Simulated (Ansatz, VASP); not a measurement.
## One calculation of W, two programs

Contents of INCAR:

```
SYSTEM = W
PREC = Accurate
ENCUT = 520
EDIFF = 1E-8
ISMEAR = -1
SIGMA = 0.05
LREAL = .FALSE.
LASPH = .TRUE.
NELM = 80
ALGO = Normal
ISIF = 2
LWAVE = .FALSE.
LCHARG = .FALSE.
LEFG = .TRUE.
NBANDS = 13
```

Contents of KPOINTS:

```
regular mesh
0
G
  14 14 14
  0 0 0
```

Contents of POSCAR:

```
W
1.0
    0.0000000000      2.0567135898      2.0567135898
    2.0567135898      0.0000000000      2.0567135898
    2.0567135898      2.0567135898      0.0000000000
W
1
Direct
    0.0000000000      0.0000000000      0.0000000000
```

Input for Ansatz:

```yaml
crystal:
  lattice:
    - [0.0, 2.0567135898, 2.0567135898]
    - [2.0567135898, 0.0, 2.0567135898]
    - [2.0567135898, 2.0567135898, 0.0]
  atoms:
    - { symbol: W, position: [0.0, 0.0, 0.0] }
kpoints:
  mp_grid: { grid: [14, 14, 14] }
scf:
  occupations: { method: fermi_dirac, width: 0.05 }
hamiltonian:
  xc: lda
  pseudopotentials: { kind: all_electron, datasets: crystal }
output:
  forces: true
  stress: true
  eigenvalues: true
  efg: { contact_densities: true }
```

Change from the starting cell: volume scaled by 1.04, crystal datasets.

Alike in both runs: task electric field gradients; functional LDA; k mesh 14 × 14 × 14; occupations fermi-dirac, width 0.05 eV; no spin polarisation.

|  | VASP | Ansatz |
| --- | --- | --- |
| version | VASP 6.6.1 | Ansatz 0.2.0 |
| potentials or method | VASP PAW LDA potentials, release 64 (W_sv) | all-electron PAW with datasets made for the crystal, scalar-relativistic |
| plane-wave cutoff (eV) | 520 | see its input |

VASP gave:

```
pressure (GPa)                                                 : -25.1
Vzz of the field gradient on the site that differs most (V/Å²) : 0.0
```

Q: What did Ansatz give for the same quantities?

A: Pressure (GPa): -26.2; Vzz of the field gradient on the site that differs most (V/Å²): 0.0.

Ansatz ran all-electron here, so the differences hold the error of VASP's frozen core and of both bases. Ansatz warned: «gradients_without_spin_orbit».

Caveats: so large a pressure means that the cell lies far from this level's equilibrium, or that cutoff or potentials fall short (VASP). The runs have no spin-orbit coupling, so splittings on W are missing.
